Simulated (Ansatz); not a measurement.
# Σ5 (210) boundary in fcc Ni: structure and resistance, part 2 of 3

Wanted: what the Σ5 (210) boundary in fcc Ni costs an interconnect.

Ansatz 0.2.0; Ansatz plane-wave DFT, PBE, PAW files, collinear spin; relaxation of a bicrystal slab with its lowest layers held; PAW set soft_1 (the session's first sound run).

So far. Step 2 (Relaxing the bicrystal): The largest force component on a free atom ends at 0.0062 eV/Å, under the tolerance of 0.03, after 11 steps.

## Step 3: Transmission across the boundary

Bulk layers of each grain are laid under and over the relaxed boundary, and a lead is named in the middle of each, away from the free faces. The mesh across the current, 20×20, is finer than the density's, because channels open and close sharply across the zone. Energies from -0.1 to 0.1 eV in steps of 0.05 eV are too few for the program's thermal sum, so it prints no conductance; for a metal the transmission near the Fermi level serves, at a fraction of the cost.

This step: Ansatz plane-wave DFT, PBE, PAW files, collinear spin; ballistic transport by layer matching (Landauer), zero bias; boundary relaxed in a short slab, bulk layers laid on; PAW set soft_1 (Ansatz 0.2.0).

System of this step: Σ5 (210) boundary in fcc Ni. The cell holds 54 atoms: 54 Ni. Its edges and angles: a = 4.316 Å, b = 3.524 Å, c = 50.062 Å, α = 90.0°, β = 90.0°, γ = 65.9°. It derives from Ni. Regions: lower grain, 22 atoms (22 Ni); boundary, 14 atoms (14 Ni); upper grain, 18 atoms (18 Ni). Vacuum lies along c.

input.yaml reads:

```yaml
crystal:
  lattice:
    - [4.3160009268, 0.0, 0.0]
    - [1.4386669756, 3.2169571544, 0.0]
    - [0.0, 0.0, 50.0617836676]
  atoms:
    - { symbol: Ni, position: [-17.4, 8.6999999999, 0.0799012681], spin: 1.0 }
    - { symbol: Ni, position: [-16.8, 8.3999999999, 0.0956416253], spin: 1.0 }
    - { symbol: Ni, position: [-16.2, 8.0999999999, 0.1113819825], spin: 1.0 }
    - { symbol: Ni, position: [-15.6, 7.7999999999, 0.1271223396], spin: 1.0 }
    - { symbol: Ni, position: [-15.0, 7.4999999999, 0.1428626968], spin: 1.0 }
    - { symbol: Ni, position: [-14.4, 7.1999999999, 0.158603054], spin: 1.0 }
    - { symbol: Ni, position: [-13.8, 6.8999999999, 0.1743434111], spin: 1.0 }
    - { symbol: Ni, position: [-13.2, 6.5999999999, 0.1900837683], spin: 1.0 }
    - { symbol: Ni, position: [-12.6, 6.2999999999, 0.2058241255], spin: 1.0 }
    - { symbol: Ni, position: [-12.0, 5.9999999999, 0.2215644826], spin: 1.0 }
    - { symbol: Ni, position: [-11.4, 5.6999999999, 0.2373048398], spin: 1.0 }
    - { symbol: Ni, position: [-10.8, 5.3999999999, 0.253045197], spin: 1.0 }
    - { symbol: Ni, position: [-10.2, 5.0999999999, 0.2687855541], spin: 1.0 }
    - { symbol: Ni, position: [-9.6, 4.7999999999, 0.2845259113], spin: 1.0 }
    - { symbol: Ni, position: [-9.0, 4.5, 0.3002662685], spin: 1.0 }
    - { symbol: Ni, position: [-8.4, 4.2, 0.3160066256], spin: 1.0 }
    - { symbol: Ni, position: [-7.8, 3.9, 0.3317469828], spin: 1.0 }
    - { symbol: Ni, position: [-7.2, 3.6, 0.34748734], spin: 1.0 }
    - { symbol: Ni, position: [-6.6, 3.3, 0.3632276971], spin: 1.0 }
    - { symbol: Ni, position: [-6.0, 3.0, 0.3789680543], spin: 1.0 }
    - { symbol: Ni, position: [-5.4, 2.7, 0.3947084115], spin: 1.0 }
    - { symbol: Ni, position: [-4.8, 2.4, 0.4104487686], spin: 1.0 }
    - { symbol: Ni, position: [0.8, 0.1, 0.4261891258], spin: 1.0 }
    - { symbol: Ni, position: [0.3994480983, 0.8002759509, 0.4416331279], spin: 1.0 }
    - { symbol: Ni, position: [-0.0006475909, 0.5003237954, 0.4576227813], spin: 1.0 }
    - { symbol: Ni, position: [0.6002880678, 0.1998559661, 0.473452363], spin: 1.0 }
    - { symbol: Ni, position: [0.2035822138, 0.8982088931, 0.4883694604], spin: 1.0 }
    - { symbol: Ni, position: [0.794226707, 0.6028866465, 0.5049104604], spin: 1.0 }
    - { symbol: Ni, position: [0.3976126731, 0.3011936634, 0.5219535603], spin: 1.0 }
    - { symbol: Ni, position: [-0.0024292329, 0.0012146165, 0.5330511116], spin: 1.0 }
    - { symbol: Ni, position: [0.6083926983, 0.6958036508, 0.5551572938], spin: 1.0 }
    - { symbol: Ni, position: [-0.0026459864, 1.0013229932, 0.577236768], spin: 1.0 }
    - { symbol: Ni, position: [0.397409584, 0.301295208, 0.5882887415], spin: 1.0 }
    - { symbol: Ni, position: [-0.2058222087, 0.6029111043, 0.6054196897], spin: 1.0 }
    - { symbol: Ni, position: [0.2032321685, 0.8983839157, 0.6219317264], spin: 1.0 }
    - { symbol: Ni, position: [0.599936197, 0.2000319015, 0.6367723029], spin: 1.0 }
    - { symbol: Ni, position: [-5.000063803, 2.5000319015, 0.65251266], spin: 1.0 }
    - { symbol: Ni, position: [-5.600063803, 2.8000319015, 0.6682530172], spin: 1.0 }
    - { symbol: Ni, position: [-6.2000638029, 3.1000319015, 0.6839933744], spin: 1.0 }
    - { symbol: Ni, position: [-6.8000638029, 3.4000319015, 0.6997337315], spin: 1.0 }
    - { symbol: Ni, position: [-7.4000638029, 3.7000319014, 0.7154740887], spin: 1.0 }
    - { symbol: Ni, position: [-8.0000638029, 4.0000319014, 0.7312144459], spin: 1.0 }
    - { symbol: Ni, position: [-8.6000638029, 4.3000319014, 0.746954803], spin: 1.0 }
    - { symbol: Ni, position: [-9.2000638029, 4.6000319014, 0.7626951602], spin: 1.0 }
    - { symbol: Ni, position: [-9.8000638029, 4.9000319014, 0.7784355174], spin: 1.0 }
    - { symbol: Ni, position: [-10.4000638029, 5.2000319014, 0.7941758745], spin: 1.0 }
    - { symbol: Ni, position: [-11.0000638029, 5.5000319014, 0.8099162317], spin: 1.0 }
    - { symbol: Ni, position: [-11.6000638029, 5.8000319014, 0.8256565889], spin: 1.0 }
    - { symbol: Ni, position: [-12.2000638029, 6.1000319014, 0.841396946], spin: 1.0 }
    - { symbol: Ni, position: [-12.8000638029, 6.4000319014, 0.8571373032], spin: 1.0 }
    - { symbol: Ni, position: [-13.4000638029, 6.7000319014, 0.8728776604], spin: 1.0 }
    - { symbol: Ni, position: [-14.0000638029, 7.0000319014, 0.8886180175], spin: 1.0 }
    - { symbol: Ni, position: [-14.6000638029, 7.3000319014, 0.9043583747], spin: 1.0 }
    - { symbol: Ni, position: [-15.2000638029, 7.6000319014, 0.9200987319], spin: 1.0 }
magnetization:
  spin_polarized: true
kpoints:
  mp_grid: { grid: [8, 8, 1] }
hamiltonian:
  xc: pbe
  pseudopotentials: { kind: paw, azcp: { folder: soft_1 } }
scf:
  occupations: { method: fermi_dirac, width: 0.1 }
output:
  transmission:
    leads: [[12, 13], [43, 44]]
    kmesh: [20, 20]
    e_range: [-0.1, 0.1]
    de: 0.05
  write_potential: true
  write_density: true
  volumetric_format: npy
  elf: true
```

Run with:

```bash
ansatz run input.yaml --threads 4 --pin off --max-ram 15360MiB --backend cpu --events-out ev --progress --plain --runs-dir out
```

Numbers of over 12 decimals in the logs are rounded to 6 here.

Log:

```text
[...]
Crystal: 54 atoms, lattice volume = 695.077 Å³
Basis set: ecut = 420 eV, 13451 PW (Γ)
Bands: 616, of which v1, the nominal top of the filled ones, is band 486 counted from 1 (485 counted from 0)
Symmetry: 2 space group operations
[...]
k-points: 21 of 64 (time reversal used)
[...]
Starting moments: Σ|m| = 54 μB on 54 of 54 sites
[...]
SCF iter   1: F=—  HF=-315302.928503 eV  |F-HF|=—  |Δ(HF+E_count)|=         —  Δρ=3.98e-2 (↑3.96e-2 ↓3.98e-2)  dr2=8.46e1  dr2_m=1.50e0  M=44.916 μB ∫|m|=47.698 μB  β_m=0.30  ethr=3.10e-3  ⟨swp⟩=6.0  Hψ=97387  notcnv=0  defer=2141
[...]
SCF iter  20: F=-315341.158965 eV  HF=-315341.158965 eV  |F-HF|=3.64e-8  |Δ(HF+E_count)|=  4.66e-10  Δρ=8.78e-7 (↑2.57e-7 ↓8.78e-7)  dr2=3.45e-8  dr2_m=8.59e-10  M=34.871 μB ∫|m|=39.604 μB  ethr=2.42e-12  ⟨swp⟩=9.6  Hψ=114483  notcnv=0
SCF 1 converged in 20 iterations: F = -315341.158965 eV  dr2 = 3.45e-8
[...]
transmission: 804 of 7992 steps passed
transmission: 1604 of 7992 steps passed
[...]
transmission: 7992 of 7992 steps passed
WARN: The input density's exchange-correlation potential varies sharply where the density is thin. Do not read a vacuum level from v_tot or v_xc, or from such a field of the output density. On a cell that repeats whose density bears no net charge and no dipole along the vacuum's axis use v_es (v_loc + v_h of the components); under efield.dipole_correction with no amplitude use v_es + v_field, which holds any external [...]
some or all of what a close reads of its open shells is tried by no SCF: some or all of their fillings by name were not asked, since the model of its bands would take too long in so large a cell. Whether a lower state lies along it is not known (a run that goes on reads the state that it goes on from)
SCF converged after 20 iterations
the last check of whether an eigenvalue changes by more than its tolerance under the output density was not made (no_room)
Magnetization: 34.8714 μB (503.4357 up, 468.5643 down)
Absolute magnetization: 39.6590 μB (∫|ρ↑−ρ↓|, with the PAW one-centre terms)
[...]
Per-site moments (μB) at R_I (Å): [(0.825003, 1.027886), (0.745582, 1.027886), (0.673189, 1.027886), (0.678180, 1.027886), (0.689310, 1.027886), (0.684623, 1.027886), (0.660654, 1.027886), (0.678652, 1.027886), (0.677709, 1.027886), (0.661776, 1.027886), (0.672913, 1.027886), (0.675298, 1.027886), (0.671150, 1.027886), (0.667474, 1.027886), (0.671246, 1.027886), (0.673816, 1.027886), (0.669676, 1.027886), (0.670837,  [...]
Free energy (F): -315341.158965 eV
[...]
Internal energy: -315338.178578 eV  (E = F + TS)
E sigma→0 (E₀):  -315339.668772 eV
Entropy (-TS):   -2.980387 eV (-55.192 meV/atom)
Fermi energy:    14.503317 eV
[...]
--- Band table (eV; the first three rows and the last of 42) ---
  k-point 0 ↑: bands = [... 482 lower, 13.9153, 13.9281, 13.9315, 13.9357, 13.9423, 13.9642, 13.9697, 13.9756, ... 126 higher]
  k-point 1 ↑: bands = [... 482 lower, 13.8741, 13.8799, 13.8873, 13.8964, 13.9014, 13.9078, 13.9119, 13.9188, ... 126 higher]
  k-point 2 ↑: bands = [... 482 lower, 13.8399, 13.8485, 13.8592, 13.8725, 13.8798, 13.8924, 13.9041, 13.9095, ... 126 higher]
  k-point 20 ↓: bands = [... 482 lower, 14.6896, 14.6922, 14.7168, 14.7313, 14.7408, 14.7471, 14.7697, 14.7749, ... 126 higher]
--- Transmission ---
  basis      : 117 plane waves across, 36 finite elements along
  points     : 111, standing for a mesh of 20 x 20
  energies   : 5 from -0.100000 to 0.100000 eV about the Fermi level, 0.050000 eV apart; the leads are filled to 0.000000 eV, and channels, transmission and decay are at 0.000000 eV
  crystal 0  : Ni3, at the sites [12, 13], period 2.3640 Å, over 18.12 Å; its Hamiltonian steps by up to 4.7 meV
    offset         : up to 0.0000 Å between an atom of the period and one for which it stands
    channels       : 1.822500e0 up, 4.780000e0 down
    conductance    : none, the energies end too early or step too widely for 300 K: set another output.transmission.e_range or a lower de, or, where they end at an eighth of basis.ecutwfc, a higher one
[...]
channels       : 1.822500e0 up, 4.800000e0 down
[...]
junction   : crystal 0 to crystal 1, 12.76 to 36.70 Å
    transmission   : 1.657830e0 up, 2.662987e0 down
[...]
```

Run time: 38 min. Hardware: 4 threads of Intel Xeon 6975P-C (Granite Rapids), shared host; peak memory 9.7 GiB.

Reading the cycles: dr2 is the Hartree energy of the density residual (eV), the measure of convergence; HF is the Harris–Foulkes estimate of the energy, which meets the free energy F at convergence.

This step gave:

```
free energy                          : -315341.1590 eV
energy at zero smearing              : -315339.6688 eV
Fermi energy                         : 14.50 eV
magnetization                        : 34.87 μB
absolute magnetization               : 39.66 μB
cell area                            : 13.88 Å²
transmission, spin up                : 1.658
transmission, spin down              : 2.663
open channels, spin up               : 1.823
open channels, upper lead, spin up   : 1.823
open channels, spin down             : 4.78
open channels, upper lead, spin down : 4.8
step of the lead's potential         : 4.7 meV
step of the upper lead's potential   : 4.8 meV
```

Per spin. Table of transmission, zone mean by energy, zero at the Fermi level:

```tsv
energy (eV)	T up	T down
-0.1000	1.60	2.46
-0.0500	1.62	2.59
0.0000	1.66	2.66
0.0500	1.68	2.65
0.1000	1.70	2.59
```

Per spin. Table of open channels, zone mean by energy, zero at the Fermi level:

```tsv
energy (eV)	lead up	upper lead up	lead down	upper lead down
-0.1000	1.72	1.72	4.54	4.54
-0.0500	1.75	1.75	4.68	4.68
0.0000	1.82	1.82	4.78	4.8
0.0500	1.83	1.83	4.79	4.8
0.1000	1.85	1.85	4.93	4.93
```

Transmission over k1 and k2. At 0.0000 eV from the Fermi level, spin up.

Values, 12 rows by 16 columns, each cell a mean:
```
2.40 2.45 2.69 2.78 2.77 2.65 2.45 2.15 1.80 1.49 1.52 1.10 1.10 1.52 1.70 1.86
2.68 2.72 2.75 2.78 2.74 2.63 2.13 1.30 1.14 1.00 0.99 0.99 1.00 1.00 1.10 1.74
2.28 2.67 2.82 2.62 2.28 1.87 1.15 1.00 0.99 0.98 0.98 0.98 0.99 1.00 1.00 1.76
1.98 1.98 1.98 1.98 1.88 1.36 0.99 0.98 0.97 0.96 0.96 0.97 0.98 1.03 1.57 1.95
1.99 1.99 1.98 1.95 1.69 1.02 0.96 0.95 0.95 0.95 0.95 0.96 1.00 1.39 1.86 1.97
1.99 1.99 1.95 1.88 1.50 0.94 0.95 0.94 0.94 0.94 0.94 0.95 1.42 1.84 1.94 1.98
1.99 1.97 1.91 1.54 0.95 0.95 0.95 0.94 0.94 0.95 0.96 0.97 1.81 1.94 1.98 1.99
1.98 1.95 1.56 1.06 0.97 0.96 0.96 0.96 0.96 0.97 0.98 1.26 1.93 1.97 1.98 1.99
1.97 1.71 1.13 0.99 0.98 0.98 0.97 0.97 0.98 0.99 1.00 1.73 2.02 2.33 2.48 2.28
2.49 1.55 1.00 1.00 0.99 0.99 0.99 0.99 1.00 1.14 1.89 2.56 2.78 2.79 2.78 2.78
2.42 1.78 1.38 1.17 1.00 1.07 1.17 1.16 1.71 2.01 2.51 2.66 2.76 2.77 2.69 2.55
1.64 2.09 2.29 2.40 2.07 2.18 2.28 2.03 1.54 2.25 2.53 2.73 2.80 2.75 2.59 2.22
```
Columns: k1 (b1) from -0.5 to 0.45; rows upwards: k2 (b2) from -0.5 to 0.45.

Open channels over k1 and k2. At 0.0000 eV from the Fermi level, spin up.

Values, 12 rows by 16 columns, each cell a mean:
```
3.00 3.00 3.00 3.00 3.00 3.00 3.00 2.68 2.40 1.60 1.60 1.12 1.12 1.60 1.84 2.48
3.00 3.00 3.00 3.00 3.00 2.92 2.32 1.36 1.16 1.00 1.00 1.00 1.00 1.00 1.12 1.84
2.52 3.00 3.00 3.00 2.40 2.00 1.16 1.00 1.00 1.00 1.00 1.00 1.00 1.00 1.00 1.80
2.00 2.00 2.00 2.00 2.00 1.60 1.00 1.00 1.00 1.00 1.00 1.00 1.00 1.16 1.76 2.00
2.00 2.00 2.00 2.00 2.00 1.60 1.00 1.00 1.00 1.00 1.00 1.00 1.32 1.88 2.00 2.00
2.00 2.00 2.00 2.00 1.88 1.24 1.00 1.00 1.00 1.00 1.00 1.00 2.00 2.00 2.00 2.00
2.00 2.00 2.00 2.00 1.48 1.00 1.00 1.00 1.00 1.00 1.00 1.80 2.00 2.00 2.00 2.00
2.00 2.00 1.88 1.32 1.00 1.00 1.00 1.00 1.00 1.00 1.00 1.80 2.00 2.00 2.00 2.00
2.00 1.76 1.16 1.00 1.00 1.00 1.00 1.00 1.00 1.00 1.00 1.80 2.12 2.60 2.60 2.60
2.80 1.60 1.00 1.00 1.00 1.00 1.00 1.00 1.00 1.16 2.00 2.88 3.00 3.00 3.00 3.00
2.84 2.04 1.44 1.20 1.00 1.08 1.20 1.20 2.00 2.32 2.92 3.00 3.00 3.00 3.00 3.00
2.52 2.84 2.60 2.60 2.20 2.36 2.60 2.60 2.52 3.00 3.00 3.00 3.00 3.00 3.00 3.00
```
Columns: k1 (b1) from -0.5 to 0.45; rows upwards: k2 (b2) from -0.5 to 0.45.

Transmission over k1 and k2. At 0.0000 eV from the Fermi level, spin down.

Values, 12 rows by 16 columns, each cell a mean:
```
3.17 3.08 3.02 2.96 2.99 2.93 3.12 3.07 2.62 2.54 2.59 2.59 2.71 2.56 2.49 2.79
3.61 3.74 3.64 3.57 3.81 3.57 3.18 2.49 2.44 2.52 2.27 1.99 2.58 2.47 2.38 2.90
2.97 3.04 3.10 2.96 2.94 2.58 2.10 1.71 1.79 1.74 1.70 1.73 1.76 1.76 1.98 2.34
2.84 3.90 3.78 2.57 2.31 2.27 2.14 2.05 1.73 1.06 1.32 1.84 2.07 2.21 2.34 2.35
4.12 4.26 3.62 2.68 2.36 2.08 2.25 2.37 2.38 2.16 2.27 2.31 1.97 2.25 2.58 3.29
5.15 4.87 3.45 2.32 2.16 2.48 2.66 2.71 3.22 2.82 2.68 2.72 1.91 2.24 3.37 4.72
4.51 3.66 2.65 2.23 1.89 2.50 2.51 2.75 2.76 2.51 2.40 1.89 2.37 2.79 3.94 4.69
3.14 2.60 2.45 2.19 2.06 2.00 1.51 1.24 2.05 2.13 2.14 2.30 2.47 2.89 3.76 3.95
2.15 2.00 1.83 1.66 1.61 1.44 1.22 1.29 1.55 1.66 1.83 2.06 2.19 2.53 3.15 2.92
3.69 2.84 2.37 2.45 2.40 2.10 2.30 2.44 2.39 2.47 3.08 3.83 3.93 3.75 3.83 3.96
3.20 2.71 2.43 2.56 2.60 2.35 2.53 2.52 2.53 2.97 3.20 3.14 3.37 3.28 3.23 3.28
3.03 2.64 2.39 2.73 2.97 2.74 2.33 2.71 2.95 2.81 2.59 2.82 2.93 2.75 2.46 2.92
```
Columns: k1 (b1) from -0.5 to 0.45; rows upwards: k2 (b2) from -0.5 to 0.45.

Open channels over k1 and k2. At 0.0000 eV from the Fermi level, spin down.

Ten even steps from '_' (2.00) to '@' (8.00):
```
++++++**++++**++++++**++++++****++++++**
++++++******++++++**++++++++**++++++++**
****************++++++++++----++++++++++
**************++**--++++------++++--**++
++++----++++**++----....____....----++**
--++**++--------......______......------
********------........____........------
%%@@%%++----....------**------....----++
@@@@@@**----..--++++****++++--..----**@@
@@@@@@++----++++++++**++++++++----++@@@@
@@@@**----..--++++****++++--..----**@@@@
%%++----....------**------....----++%%@@
**------........____........------******
--------......______......--------++**++
++**++----....____....----++**++++----++
**++**--++++------++++--**++************
**++++++++++----++++++++++**************
++**++++++++**++++++++**++++++******++++
++**++++++****++++++**++++++**++++**++++
**++--++******++--++**++--++******++--++
```
Columns: k1 (b1) from -0.5 to 0.45; rows upwards: k2 (b2) from -0.5 to 0.45.

Spin density in the cb plane at fractional x = 0.000, with atoms of Ni within 0.2 Å of it.

Ten even steps from '0' (0.0 e/Å³) to '9' (2.3 e/Å³), each cell a mean:
```
00000015200000000000000000003410000000000000
00000000000000000000000000000000000000000000
00000000000000000000000000000000000000000000
00000000000000000251000000000000000000000000
00000000000000000492000000000000000000000000
00000000000000000010000000000000000000000000
00000000000000000000000000000000000000000000
00000001000000000000000000001100000000000000
00000029400000000000000000006810000000000000
```
Columns run along c (16.0 Å, from fractional 0.68 to 1.00 of the cell), rows up along b (3.5 Å). Atoms in or near the plane, at fractional coordinates: Ni at (0.73, 0.00), Ni at (0.81, 0.50), Ni at (0.89, 0.00).

Electrostatic potential energy in the cb plane at fractional x = 0.000, with atoms of Ni within 0.2 Å of it. With pseudopotentials it is smooth inside the atoms' cores, unlike the true potential.

Ten even steps from '0' (-8 eV) to '9' (19 eV), each cell a mean:
```
32587227317862268999852378505604899999999999
77788610058877788778877788730027899999999999
88777877788777885001688777887788777899999999
87325899986236861471278523789987424799999999
86213799985116860794177412689987213789999999
87546888887557872020488645788888646899999999
87788753478877887435788778864368888999999999
54688402027875578888864578611106899999999999
11487149606861158999731278418923899999999999
```
Columns run along c (16.0 Å, from fractional 0.68 to 1.00 of the cell; values clipped at the 3rd and 97th percentile), rows up along b (3.5 Å). Atoms in or near the plane, at fractional coordinates: Ni at (0.73, 0.00), Ni at (0.81, 0.50), Ni at (0.89, 0.00).

ELF in the cb plane at fractional x = 0.000, with atoms of Ni within 0.2 Å of it. It is the smooth field of the valence electrons, not physical close to the nuclei.

Ten even steps from '0' (0.00) to '9' (0.96), each cell a mean:
```
11122148622211112222211112137731221100000000
11222122212222122112221222212212221100000000
22212221122122221221222212221122111110000000
21111222221111222684122111122222111110000000
21111122221111212796222111122221121110000000
22111222221112221352122111222222111110000000
22222211122222222111222222211112211110000000
11122135312221112222211122224421221100000000
11122269721211112222111112139941221100000000
```
Columns run along c (16.0 Å, from fractional 0.68 to 1.00 of the cell), rows up along b (3.5 Å). Atoms in or near the plane, at fractional coordinates: Ni at (0.73, 0.00), Ni at (0.81, 0.50), Ni at (0.89, 0.00).

Nearest the Fermi level spin up passes 1.66 of 1.82 channels of the lower lead and spin down 2.66 of 4.78.

## Step 4: Specific resistance

This step: Ansatz plane-wave DFT, PBE, PAW files, collinear spin; ballistic transport by layer matching (Landauer), zero bias; specific resistance of the boundary; PAW set soft_1 (Ansatz 0.2.0).

Numbers from this step:

```
area resistance                      : 0.1369 fΩ m²
T over the leads' mean channel count : 0.6484
spin asymmetry γ                     : 0.5639 (R down - R up) / (R down + R up)
```

Averaged over the energies near the Fermi level, 64.8 % of the channels pass, which makes 0.137 fΩ m².

By hand, with means over the energies near the Fermi level: RA per spin = A (h/e²)(1/T − ½[1/N₁ + 1/N₂]); spin up: 13.88×10⁻²⁰ m² × 25 813 Ω × (1/1.652 − ½[1/1.796 + 1/1.796]) = 0.175 fΩ m²; spin down: 13.88×10⁻²⁰ m² × 25 813 Ω × (1/2.592 − ½[1/4.745 + 1/4.751]) = 0.628 fΩ m². The spins conduct in parallel, so 1/RA = 1/0.175 + 1/0.628 and RA = 0.137 fΩ m²; γ = (0.628 − 0.175)/(0.628 + 0.175) = 0.56.

(Part 2 of 3 ends here.)

[Logs are printed without paths, hosts, clocks, repeated set-up lines and the standing remarks that a program may print on its own settings, such as how far it seeks lower states.]

[Hosts, paths, dates, database ids (printed as entryN), source tags and the programs' standing remarks are cut or masked in the printed files.]
